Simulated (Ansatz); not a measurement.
# HfO2 (Fm-3m), random displacements

Level of theory: Ansatz, DFT PBE, scalar-relativistic, plane waves, PAW. The runs took a 420 eV cutoff, a Γ-centred 6×6×6 mesh and Gaussian smearing (0.05 eV). Spin–orbit coupling is left out, which matters for the heavy elements here. No spin polarisation. Energies are free energies at this smearing, counted from the undisturbed cell; pressure is positive in compression.

The starting cell (as given, not relaxed at this level; this fluorite-type form isn't the usual structure):

```
CELL_PARAMETERS angstrom
5.11500 0.00000 0.00000
0.00000 -5.11500 0.00000
0.00000 0.00000 -5.11500
ATOMIC_POSITIONS crystal
Hf 0.00000 0.50000 0.50000
Hf 0.50000 0.00000 0.50000
Hf 0.50000 0.50000 0.00000
Hf 0.00000 0.00000 0.00000
O 0.25000 0.25000 0.25000
O 0.75000 0.75000 0.25000
O 0.75000 0.25000 0.75000
O 0.25000 0.75000 0.75000
O 0.75000 0.75000 0.75000
O 0.25000 0.25000 0.75000
O 0.25000 0.75000 0.25000
O 0.75000 0.25000 0.25000
```

The atoms are displaced (Å, in the unstrained cell):

```tsv
atom	ux	uy	uz
Hf1	-0.097	-0.039	0.009
Hf2	-0.042	-0.111	0.037
Hf3	-0.046	-0.024	0.037
Hf4	0.025	0.022	-0.054
O5	-0.026	0.043	0.145
O6	0.015	0.018	-0.033
O7	0.043	0.018	-0.064
O8	-0.011	0.126	0.002
O9	0.043	0.016	-0.030
O10	-0.004	-0.079	-0.035
O11	-0.024	0.022	0.033
O12	0.124	-0.013	-0.047
```

The cell is not strained.

What are the energy change, the stress and the forces?

ΔE = 62.6 meV/atom; stress (xx, yy, zz, yz, xz, xy; compression positive) (-0.01, 0.95, 0.35, 0.70, -2.52, -0.78) GPa; gap on the mesh 3.27 eV.
```tsv
atom	Fx (eV/Å)	Fy	Fz
Hf1	0.63	-0.16	-1.00
Hf2	0.44	0.66	-0.63
Hf3	0.56	-0.14	0.34
Hf4	-0.57	0.41	1.07
O5	1.82	-0.27	-2.07
O6	-0.85	-0.78	0.18
O7	-0.97	0.05	0.57
O8	0.60	-2.21	0.33
O9	-0.77	-0.17	0.31
O10	0.45	1.98	1.81
O11	0.54	-0.13	-0.75
O12	-1.88	0.76	-0.16
```

Cost: 1 run of about 2.7 core-minutes, on Arm Neoverse V2 (shared hosts).